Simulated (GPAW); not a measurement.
GaP:

```
Ga P
1.0
     0.00000    2.72525    2.72525
     2.72525    0.00000    2.72525
     2.72525    2.72525    0.00000
Ga P
1 1
Cartesian
  0.0000 0.0000 0.0000
  4.0879 4.0879 4.0879
```

- Program: GPAW 26.7.0
- Task: relaxation of cell and atoms
- Functional: RPBE
- Dispersion: D3(BJ)
- Potentials or basis: the program's PAW data sets (release 1.2.1) made for this functional
- Cutoff: 600 eV
- Basis: pw
- k mesh: 8 × 8 × 8
- Occupations: fermi-dirac, width 0.05 eV
- Spin: no spin polarisation

At the start: pressure -4.8 GPa; volume 20.24 Å³/atom.

Question: Where does the relaxation end?

Answer: Over 4 steps the energy falls by 16.5 meV/atom and the volume is 19.18 Å³/atom (-5.3 %); space group F-43m (No. 216, to 0.05 Å).

Step by step:
| step | energy change (eV) | largest force (eV/Å) | pressure (GPa) | volume (Å³) |
| --- | --- | --- | --- | --- |
| 1 | 0.0000 | 0.0000 | -4.76 | 40.48 |
| 2 | -0.0137 | 0.0000 | -3.73 | 39.96 |
| 3 | -0.0330 | 0.0000 | 0.28 | 38.24 |
| 4 | -0.0331 | 0.0000 | -0.01 | 38.35 |

Final structure:
```cif
data_structure
_symmetry_space_group_name_H-M 'P 1'
_symmetry_Int_Tables_number 1
_cell_length_a 3.7853
_cell_length_b 3.7853
_cell_length_c 3.7853
_cell_angle_alpha 60.000
_cell_angle_beta 60.000
_cell_angle_gamma 60.000
_cell_volume 38.35
loop_
_atom_site_label
_atom_site_type_symbol
_atom_site_fract_x
_atom_site_fract_y
_atom_site_fract_z
_atom_site_occupancy
Ga1 Ga 0.00000 0.00000 0.00000 1
P1 P 0.75000 0.75000 0.75000 1
```

Caveat: the data sets keep Ga 3d, Li 1s and Be 1s frozen, and some such compounds lay over 1.5 % in volume off other programs; later steps reuse the first step's grids.
